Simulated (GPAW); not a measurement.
The system is Pr.

```xyz
2
Lattice="3.6690 0.0000 0.0000 -1.8345 3.1774 0.0000 0.0000 0.0000 5.9200" Properties=species:S:1:pos:R:3 pbc="T T T"
Pr    1.8345    1.0591    4.4400
Pr    0.0000    2.1183    1.4800
```

This isn't the form of Pr at room conditions, which is double hcp.

```yaml
Program: GPAW 26.7.0
Task: relaxation of cell and atoms
Functional: PBE
Potentials_or_basis: GPAW PAW data sets (gpaw-data 1.2.1)
Cutoff: 800 eV
Basis: pw
k_mesh: 5 × 5 × 3
Occupations: fermi-dirac, width 0.05 eV
Spin: collinear spin, ferromagnetic start
Starting_moments: "[2.0, 2.0] μB"
```

At the start: pressure -1.9 GPa; volume 34.51 Å³/atom.

**Question.** How do energy, volume and symmetry change on relaxing?

**Answer.** Over 18 steps the energy falls by 23.9 meV/atom and the volume is 31.43 Å³/atom (-8.9 %); space group P6_3/mmc (No. 194, to 0.05 Å); moment 5.67 μB per cell.

Step by step:
```
step  energy change (eV)  largest force (eV/Å)  pressure (GPa)  volume (Å³)
   1              0.0000                0.0000           -1.87        69.02
   2             -0.0055                0.0000           -1.76        68.60
   3             -0.0151                0.0000           -1.53        67.80
   4             -0.0266                0.0000           -1.21        66.69
   5             -0.0373                0.0000           -0.79        65.35
   6             -0.0447                0.0000           -0.32        63.88
   7             -0.0476                0.0000            0.16        62.39
   8             -0.0476                0.0000            0.15        62.40
   9             -0.0476                0.0000            0.15        62.42
  10             -0.0476                0.0000            0.14        62.44
  11             -0.0476                0.0000            0.13        62.46
  12             -0.0476                0.0000            0.12        62.50
  13             -0.0477                0.0000            0.11        62.54
  14             -0.0477                0.0000            0.10        62.58
  15             -0.0477                0.0000            0.08        62.63
  16             -0.0477                0.0000            0.06        62.70
  17             -0.0477                0.0000            0.04        62.77
  18             -0.0477                0.0000            0.01        62.85
```

Final structure:
```
Pr
1.0
     3.53646    0.00000    0.00000
    -1.76823    3.06266    0.00000
     0.00000    0.00000    5.80322
Pr
2
Direct
  0.66667 0.33333 0.75000
  0.33333 0.66667 0.25000
```

Caveat: the k mesh is coarse (spacing up to 0.40 Å⁻¹), so the values aren't converged; one-centre terms of the f shell are cut off; the magnetic or orbital state may not be the lowest; each step starts from the last one's moments, so a moment once lost doesn't come back; later steps reuse the first step's grids.
